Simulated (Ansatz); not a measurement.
# Static calculation, PbSe

System: PbSe (rock salt type), 2 atoms in the cell.

Ansatz input (lattice in Å, positions in fractions of it)
```yaml
crystal:
  lattice:
    - [0, 3.105, 3.105]
    - [3.105, 0, 3.105]
    - [3.105, 3.105, 0]
  atoms:
    - { symbol: Pb, position: [0, 0, 0] }
    - { symbol: Se, position: [0.5, 0.5, 0.5] }
kpoints:
  mp_grid: { grid: [6, 6, 6] }
hamiltonian:
  xc: pbe
  pseudopotentials: { kind: paw, source: ansatz }
scf:
  occupations: { method: fermi_dirac, width: 0.02 }
  convergence: { dr2_threshold: "1e-10 eV" }
  max_iter: 300
output:
  forces: true
  stress: true
  eigenvalues: true
```

The calculation used PBE, plane waves, PAW datasets (earlier set, tuned by hand) in Ansatz.

Results

| Property | Result |
| --- | --- |
| Plane-wave cutoff used | 580 eV |
| Pressure | 0.16 GPa |
| Valence electrons | 38 |
| Irreducible k-points | 16 |
| CPU time | about 3 core-seconds on a shared host |

Stress tensor in GPa, compression positive:
```
0.16 0.00 0.00
0.00 0.16 0.00
0.00 0.00 0.16
```

The stress includes the program's correction for the finite plane-wave basis.

Spin–orbit coupling is left out, which matters for 6p elements such as Tl, Pb and Bi.
